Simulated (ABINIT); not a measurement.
# Al2Pt (Fm-3m) in ABINIT: reference runs

How does Al2Pt come out in PBE? The cell is run as given and disturbed.

All numbers are computed with ABINIT 10.8.3 (patched build); they aren't measurements. Logs are shortened: lines on timing, memory, paths and dates and some standing lists are left out, and cuts for length are marked. The log counts tension as positive stress, the text compression.

### Step 1. The crystal as given

The structure is cubic, space group Fm-3m (No. 225). The conventional cell has a = 5.910 Å, b = 5.910 Å, c = 5.910 Å, α = 90.00°, β = 90.00°, γ = 90.00°. Pt (site symmetry m-3m) is surrounded by 8 Al at 2.56 Å. Al (site symmetry -43m) has 4 Pt at 2.56 Å as nearest neighbours.

### Step 2. Single point, PBE

run.abi reads:

```
# Pseudopotentials
pp_dirpath "./"
pseudos "Pt.GGA_PBE-JTH.xml, Al.GGA_PBE-JTH.xml"

# Structure
acell 4.1790010768 4.1790010768 4.1790010768 Angstrom
rprim
     0.0000000000     0.7071067812     0.7071067812
     0.7071067812     0.0000000000     0.7071067812
     0.7071067812     0.7071067812     0.0000000000
ntypat 2
znucl 78 13
natom 3
typat 1 2 2
xred
     0.0000000000     0.0000000000     0.0000000000
     0.7500000000     0.7500000000     0.7500000000
     0.2500000000     0.2500000000     0.2500000000

# Plane-wave basis
ecut 16.0
pawecutdg 32.0
pawxcdev 0

# k points
kptopt 1
ngkpt 8 8 8
nshiftk 1
shiftk 0.0 0.0 0.0

# Exchange and correlation
ixc 11

# Bands and occupations
nband 12
occopt 3
tsmear 0.00183747

# SCF cycle
nstep 100
tolvrs 1.0e-9

# Output
iomode 3
prtwf 0
prtden 0
prteig 0
prtebands 0
enunit 2
```

Potentials or basis: JTH PAW PBE v2.0.

Launch:

```console
abinit run.abi > log 2>&1
```

run.abo:

```text
.Version 10.8.3 of ABINIT
 Symmetries : space group Fm -3 m (#225); Bravais cF (face-center cubic)
================================================================================
 Values of the parameters that define the memory need of the present run
     intxc =       0    ionmov =       0      iscf =      17    lmnmax =      18
     lnmax =       6     mgfft =      30  mpssoang =       3    mqgrid =    3001
     natom =       3  nloc_mem =       2    nspden =       1   nspinor =       1
    nsppol =       1      nsym =      48    n1xccc =       1    ntypat =       2
    occopt =       3   xclevel =       2
       mpw =        1074          nfft =       27000          nkpt =          29
 PAW method is used; the additional fine FFT grid is defined by:
   mgfftf=        45    nfftf =     91125
================================================================================
================================================================================

--------------------------------------------------------------------------------
------------- Echo of variables that govern the present computation ------------
--------------------------------------------------------------------------------
 -outvars: echo values of preprocessed input variables --------
            acell      7.8971675150E+00  7.8971675150E+00  7.8971675150E+00 Bohr
              amu      1.95080000E+02  2.69815390E+01
             ecut      1.60000000E+01 Hartree
           enunit           2
              ixc          11
         kptrlatt        8    0    0      0    8    0      0    0    8
          kptrlen      6.31773401E+01
            natom           3
            nband          12
            ngfft          30      30      30
          ngfftdg          45      45      45
             nkpt          29
            nstep         100
             nsym          48
           ntypat           2
           occopt           3
        pawecutdg      3.20000000E+01 Hartree
         pawxcdev           0
           prtden           0
        prtebands           0
           prteig           0
            prtwf           0
            rprim      0.0000000000E+00  7.0710678120E-01  7.0710678120E-01
                       7.0710678120E-01  0.0000000000E+00  7.0710678120E-01
                       7.0710678120E-01  7.0710678120E-01  0.0000000000E+00
          spgroup         225
           tolvrs      1.00000000E-09
           tsmear      1.83747000E-03 Hartree
            typat      1  2  2
           useylm           1
           xangst      0.0000000000E+00  0.0000000000E+00  0.0000000000E+00
                       4.4325000001E+00  4.4325000001E+00  4.4325000001E+00
                       1.4775000000E+00  1.4775000000E+00  1.4775000000E+00
            xcart      0.0000000000E+00  0.0000000000E+00  0.0000000000E+00
                       8.3762110532E+00  8.3762110532E+00  8.3762110532E+00
                       2.7920703511E+00  2.7920703511E+00  2.7920703511E+00
             xred      0.0000000000E+00  0.0000000000E+00  0.0000000000E+00
                       7.5000000000E-01  7.5000000000E-01  7.5000000000E-01
                       2.5000000000E-01  2.5000000000E-01  2.5000000000E-01
            znucl       78.00000   13.00000

================================================================================

 chkinp: Checking input parameters for consistency.

================================================================================
== DATASET  1 ==================================================================

--- !DatasetInfo
iteration_state: {dtset: 1, }
dimensions: {natom: 3, nkpt: 29, mband: 12, nsppol: 1, nspinor: 1, nspden: 1, mpw: 1074, }
cutoff_energies: {ecut:  16.0, pawecutdg:  32.0, }
electrons: {nelect:   1.60000000E+01, charge:   0.00000000E+00, occopt:   3.00000000E+00, tsmear:   1.83747000E-03, }
meta: {optdriver: 0, ionmov: 0, optcell: 0, iscf: 17, paral_kgb: 0, }
...

 Exchange-correlation functional for the present dataset will be:
  GGA: Perdew-Burke-Ernzerhof functional - ixc=11
  J.P.Perdew, K.Burke, M.Ernzerhof, PRL 77, 3865 (1996)

 Real(R)+Recip(G) space primitive vectors, cartesian coordinates (Bohr,Bohr^-1):
 R(1)=  0.0000000  5.5841407  5.5841407  G(1)= -0.0895393  0.0895393  0.0895393
 R(2)=  5.5841407  0.0000000  5.5841407  G(2)=  0.0895393 -0.0895393  0.0895393
 R(3)=  5.5841407  5.5841407  0.0000000  G(3)=  0.0895393  0.0895393 -0.0895393
 Unit cell volume ucvol=  3.4825636E+02 bohr^3
 Angles (23,13,12)=  6.00000000E+01  6.00000000E+01  6.00000000E+01 degrees

 Coarse grid specifications (used for wave-functions):

 getcut: wavevector=  0.0000  0.0000  0.0000  ngfft=  30  30  30
         ecut(hartree)=     16.000   => boxcut(ratio)=   2.11206

 Fine grid specifications (used for densities):

[... 70 lines left out ...]
cartesian_stress_tensor: # hartree/bohr^3
- [ -8.08119426E-05,   0.00000000E+00,   0.00000000E+00, ]
- [  0.00000000E+00,  -8.08119426E-05,   0.00000000E+00, ]
- [  0.00000000E+00,   0.00000000E+00,  -8.08119426E-05, ]
pressure_GPa:   2.3776E+00
xred      :
- [  0.0000E+00,   0.0000E+00,   0.0000E+00, Pt]
- [  7.5000E-01,   7.5000E-01,   7.5000E-01, Al]
- [  2.5000E-01,   2.5000E-01,   2.5000E-01, Al]
cartesian_forces: # hartree/bohr
- [  7.53429827E-30,   1.50685965E-30,  -5.52515206E-30, ]
- [ -1.65754562E-29,   4.52057896E-30,   9.54344447E-30, ]
- [  9.04115792E-30,  -6.02743861E-30,  -4.01829241E-30, ]
force_length_stats: {min:   9.46380376E-30, max:   1.96534657E-29, mean:   1.35675239E-29, }
...

 Integrated electronic density in atomic spheres:
 ------------------------------------------------
 Atom  Sphere_radius  Integrated_density
    1        2.51622          8.88630639
    2        1.90363          0.75474555
    3        1.90363          0.75474555

================================================================================

 ----iterations are completed or convergence reached----

 Mean square residual over all n,k,spin=   27.340E-08; max=  40.709E-06
 reduced coordinates (array xred) for    3 atoms
       0.000000000000      0.000000000000      0.000000000000
       0.750000000000      0.750000000000      0.750000000000
       0.250000000000      0.250000000000      0.250000000000
 rms dE/dt=  5.6932E-29; max dE/dt=  1.1780E-28; dE/dt below (all hartree)
    1       0.000000000000      0.000000000000      0.000000000000
    2      -0.000000000000      0.000000000000      0.000000000000
    3       0.000000000000     -0.000000000000      0.000000000000

 cartesian coordinates (angstrom) at end:
    1      0.00000000000000     0.00000000000000     0.00000000000000
    2      4.43250000007107     4.43250000007107     4.43250000007107
    3      1.47750000002369     1.47750000002369     1.47750000002369

 cartesian forces (hartree/bohr) at end:
    1      0.00000000000000     0.00000000000000    -0.00000000000000
    2     -0.00000000000000     0.00000000000000     0.00000000000000
    3      0.00000000000000    -0.00000000000000    -0.00000000000000
 frms,max,avg= 8.2330062E-30 1.6575456E-29   0.000E+00  0.000E+00  0.000E+00 h/b

 cartesian forces (eV/Angstrom) at end:
    1      0.00000000000000     0.00000000000000    -0.00000000000000
    2     -0.00000000000000     0.00000000000000     0.00000000000000
    3      0.00000000000000    -0.00000000000000    -0.00000000000000
 frms,max,avg= 4.2335820E-28 8.5234423E-28   0.000E+00  0.000E+00  0.000E+00 e/A
 length scales=  7.897167515026  7.897167515026  7.897167515026 bohr
              =  4.179001076800  4.179001076800  4.179001076800 angstroms
 Fermi (or HOMO) energy (hartree) =   0.28706   Average Vxc (hartree)=  -0.37422
 Eigenvalues (hartree) for nkpt=  29  k points:
 kpt#   1, nband= 12, wtk=  0.00195, kpt=  0.0000  0.0000  0.0000 (reduced coord)
  -0.08792    0.10245    0.10245    0.10245    0.15221    0.15221    0.39842    0.42889
   0.42889    0.42889    0.48653    0.48653
      occupation numbers for kpt#   1
   2.00000    2.00000    2.00000    2.00000    2.00000    2.00000    0.00000    0.00000
   0.00000    0.00000    0.00000    0.00000
 prteigrs : prtvol=0 or 1, do not print more k-points.

 Fermi (or HOMO) energy (eV) =   7.81118   Average Vxc (eV)= -10.18293
 Eigenvalues (   eV  ) for nkpt=  29  k points:
 kpt#   1, nband= 12, wtk=  0.00195, kpt=  0.0000  0.0000  0.0000 (reduced coord)
  -2.39240    2.78770    2.78770    2.78770    4.14179    4.14179   10.84157   11.67071
  11.67071   11.67071   13.23922   13.23922
 prteigrs : prtvol=0 or 1, do not print more k-points.

--- !EnergyTerms
iteration_state     : {dtset: 1, }
comment             : Components of total free energy in Hartree
kinetic             :  9.01715112450881E+00
hartree             :  6.35261901236266E+00
xc                  : -4.99777297584430E+00
Ewald energy        : -2.94074445878258E+01
psp_core            :  1.12967073938997E+00
local_psp           : -1.78991993633571E+01
PAW spherical_terms :  4.47607775693694E+00
internal            : -3.13288982938289E+01
'-kT*entropy'       : -4.54768065526313E-04
total_energy        : -3.13293530618944E+01
total_energy_eV     : -8.52515127003916E+02
...

--- !EnergyTermsDC
iteration_state     : {dtset: 1, }
comment             : '"Double-counting" decomposition of free energy'
band_energy         :  2.10181959716274E+00
Ewald energy        : -2.94074445878258E+01
psp_core            :  1.12967073938997E+00
xc_dc               : -5.83219182397775E+00
PAW spherical_terms :  6.79248860466070E-01
internal            : -3.13288972147848E+01
'-kT*entropy'       : -4.54768065526313E-04
total_energy_dc     : -3.13293519828503E+01
total_energy_dc_eV  : -8.52515097641631E+02
...

--- !EnergyTermsWithPAWCore
iteration_state     : {dtset: 1, }
comment             : 'Components of total free energy, including PAW core contributions'
Total energy        : -1.88994814172433E+04
Total energy DC     : -1.88994814161643E+04
Total energy (eV)   : -5.14281088693348E+05
Total energy DC (eV): -5.14281088663986E+05
...

 Cartesian components of stress tensor (hartree/bohr^3)
  sigma(1 1)= -8.08119426E-05  sigma(3 2)=  0.00000000E+00
  sigma(2 2)= -8.08119426E-05  sigma(3 1)=  0.00000000E+00
  sigma(3 3)= -8.08119426E-05  sigma(2 1)=  0.00000000E+00

-Cartesian components of stress tensor (GPa)         [Pressure=  2.3776E+00 GPa]
- sigma(1 1)= -2.37756944E+00  sigma(3 2)=  0.00000000E+00
- sigma(2 2)= -2.37756944E+00  sigma(3 1)=  0.00000000E+00
- sigma(3 3)= -2.37756944E+00  sigma(2 1)=  0.00000000E+00

== END DATASET(S) ==============================================================
================================================================================

 -outvars: echo values of variables after computation  --------
            acell      7.8971675150E+00  7.8971675150E+00  7.8971675150E+00 Bohr
           etotal     -3.1329351983E+01
            fcart      7.5342982664E-30  1.5068596533E-30 -5.5251520621E-30
                      -1.6575456186E-29  4.5205789599E-30  9.5434444708E-30
                       9.0411579197E-30 -6.0274386132E-30 -4.0182924088E-30
            rprim      0.0000000000E+00  7.0710678120E-01  7.0710678120E-01
                       7.0710678120E-01  0.0000000000E+00  7.0710678120E-01
                       7.0710678120E-01  7.0710678120E-01  0.0000000000E+00
           strten     -8.0811942608E-05 -8.0811942608E-05 -8.0811942608E-05
                       0.0000000000E+00  0.0000000000E+00  0.0000000000E+00
           xangst      0.0000000000E+00  0.0000000000E+00  0.0000000000E+00
                       4.4325000001E+00  4.4325000001E+00  4.4325000001E+00
                       1.4775000000E+00  1.4775000000E+00  1.4775000000E+00
             xred      0.0000000000E+00  0.0000000000E+00  0.0000000000E+00
                       7.5000000000E-01  7.5000000000E-01  7.5000000000E-01
                       2.5000000000E-01  2.5000000000E-01  2.5000000000E-01
 Calculation completed.
```

Wall time 16 s (1 thread of AMD EPYC 9R45 (Zen 5), shared host); peak memory 0.12 GiB.

What came out:

```
Free energy                                           : -852.5151 eV
Pressure                                              : 2.4 GPa
Band gap on the k mesh                                : none (metal or under the smearing width)
Valence electrons inside the program's atomic spheres : Pt 8.89; Al 0.75
```

The run has no spin-orbit coupling, so splittings on Pt are missing.

### Step 3. Single point, PBE (atoms moved at random, drawn with an rms of 0.05 Å)

run.abi reads:

```
# Pseudopotentials
pp_dirpath "./"
pseudos "Pt.GGA_PBE-JTH.xml, Al.GGA_PBE-JTH.xml"

# Structure
acell 3*1.0
rprim
     0.0000000000     5.5841406983     5.5841406983
     5.5841406983     0.0000000000     5.5841406983
     5.5841406983     5.5841406983     0.0000000000
ntypat 2
znucl 78 13
natom 3
typat 1 2 2
xred
     0.0117280000    -0.0150500000    -0.0056400000
     0.7540240000     0.7533590000     0.7435730000
     0.2510320000     0.2488130000     0.2564700000
chkprim 0
chksymtnons 0
tolsym 1.0e-6

# Plane-wave basis
ecut 16.0
pawecutdg 32.0
pawxcdev 0

# k points
kptopt 1
ngkpt 8 8 8
nshiftk 1
shiftk 0.0 0.0 0.0

# Exchange and correlation
ixc 11

# Bands and occupations
nband 12
occopt 3
tsmear 0.05 eV

# SCF cycle
nstep 100
tolvrs 1.0e-9

# Output
iomode 3
prtwf 0
prtden 0
prteig 0
prtebands 0
enunit 1
```

Potentials or basis: JTH PAW PBE v2.0.

Launch:

```console
abinit run.abi > log 2>&1
```

run.abo:

```text
.Version 10.8.3 of ABINIT
 Symmetries : space group P1 (#  1); Bravais aP (primitive triclinic)
================================================================================
 Values of the parameters that define the memory need of the present run
     intxc =       0    ionmov =       0      iscf =      17    lmnmax =      18
     lnmax =       6     mgfft =      30  mpssoang =       3    mqgrid =    3001
     natom =       3  nloc_mem =       2    nspden =       1   nspinor =       1
    nsppol =       1      nsym =       1    n1xccc =       1    ntypat =       2
    occopt =       3   xclevel =       2
       mpw =        1074          nfft =       27000          nkpt =         260
 PAW method is used; the additional fine FFT grid is defined by:
   mgfftf=        45    nfftf =     91125
================================================================================
================================================================================

--------------------------------------------------------------------------------
------------- Echo of variables that govern the present computation ------------
--------------------------------------------------------------------------------
 -outvars: echo values of preprocessed input variables --------
            acell      1.0000000000E+00  1.0000000000E+00  1.0000000000E+00 Bohr
              amu      1.95080000E+02  2.69815390E+01
          chkprim           0
      chksymtnons           0
             ecut      1.60000000E+01 Hartree
           enunit           1
                       outvar_i_n : Printing only first  50 k-points.
              ixc          11
[... 243 lines left out ...]
Total energy        : -1.88994805216270E+04
Total energy DC     : -1.88994805173642E+04
Total energy (eV)   : -5.14281064322387E+05
Total energy DC (eV): -5.14281064206390E+05
...

 Cartesian components of stress tensor (hartree/bohr^3)
  sigma(1 1)= -8.62779489E-05  sigma(3 2)=  2.31416775E-05
  sigma(2 2)= -9.26606470E-05  sigma(3 1)=  2.18320631E-05
  sigma(3 3)= -9.16548570E-05  sigma(2 1)= -1.77622225E-05

-Cartesian components of stress tensor (GPa)         [Pressure=  2.6537E+00 GPa]
- sigma(1 1)= -2.53838489E+00  sigma(3 2)=  6.80851657E-01
- sigma(2 2)= -2.72617035E+00  sigma(3 1)=  6.42321473E-01
- sigma(3 3)= -2.69657899E+00  sigma(2 1)= -5.22582629E-01

== END DATASET(S) ==============================================================
================================================================================

 -outvars: echo values of variables after computation  --------
            acell      1.0000000000E+00  1.0000000000E+00  1.0000000000E+00 Bohr
           etotal     -3.1328453183E+01
            fcart      1.0993776515E-02 -1.5343863586E-03  3.0836868315E-03
                      -3.3221183753E-03  2.8227769680E-03 -3.2525294300E-03
                      -7.6716581395E-03 -1.2883906094E-03  1.6884259850E-04
            rprim      0.0000000000E+00  5.5841406983E+00  5.5841406983E+00
                       5.5841406983E+00  0.0000000000E+00  5.5841406983E+00
                       5.5841406983E+00  5.5841406983E+00  0.0000000000E+00
           strten     -8.6277948878E-05 -9.2660646973E-05 -9.1654856969E-05
                       2.3141677466E-05  2.1832063124E-05 -1.7762222516E-05
           xangst     -6.1138949959E-02  1.7990039988E-02 -9.8165099934E-03
                       4.4234340570E+00  4.4253991320E+00  4.4543167620E+00
                       1.4931112640E+00  1.4996684090E+00  1.4770419740E+00
             xred      1.1728000000E-02 -1.5050000000E-02 -5.6400000000E-03
                       7.5402400000E-01  7.5335900000E-01  7.4357300000E-01
                       2.5103200000E-01  2.4881300000E-01  2.5647000000E-01
 Calculation completed.
```

It took 2.3 min on 1 thread of AMD EPYC 9R45 (Zen 5), shared host; peak memory 0.23 GiB.

Results:

```yaml
Free_energy: -852.4906 eV
Pressure: 2.7 GPa
Largest_force: 0.592 eV/Å
Band_gap_on_the_k_mesh: none (metal or under the smearing width)
Valence_electrons_inside_the_program's_atomic_spheres: Pt 8.87; Al 0.75
```

Forces in eV/Å, atoms in the order of the input:
```
Pt   0.565 -0.079  0.159
Al  -0.171  0.145 -0.167
Al  -0.394 -0.066  0.009
```

Stress tensor (GPa, compression positive):
```
 2.54  0.52 -0.64
 0.52  2.73 -0.68
-0.64 -0.68  2.70
```

Levels at points of the mesh, in eV from the Fermi level:
| k point | band 6 | band 7 | band 8 | band 9 | band 10 | band 11 |
| --- | --- | --- | --- | --- | --- | --- |
| (0.00, 0.00, 0.00) | -3.68 | 3.01 | 3.80 | 3.86 | 3.87 | 5.42 |
| (0.50, 0.00, 0.00) | -3.47 | -3.44 | 1.00 | 1.15 | 3.79 | 5.15 |
| (0.00, 0.50, 0.00) | -3.46 | -3.44 | 1.00 | 1.15 | 3.80 | 5.11 |
| (0.50, 0.50, 0.00) | -3.40 | -3.18 | -1.58 | -1.56 | 3.15 | 3.40 |
| (0.00, 0.00, 0.50) | -3.48 | -3.47 | 1.00 | 1.02 | 3.84 | 5.22 |
| (0.50, 0.00, 0.50) | -3.40 | -3.18 | -1.58 | -1.56 | 3.15 | 3.40 |
| (0.00, 0.50, 0.50) | -3.38 | -3.19 | -1.57 | -1.57 | 3.14 | 3.40 |
| (0.50, 0.50, 0.50) | -3.46 | -3.43 | 1.01 | 1.15 | 3.79 | 5.14 |

[end of part 1 of 2]
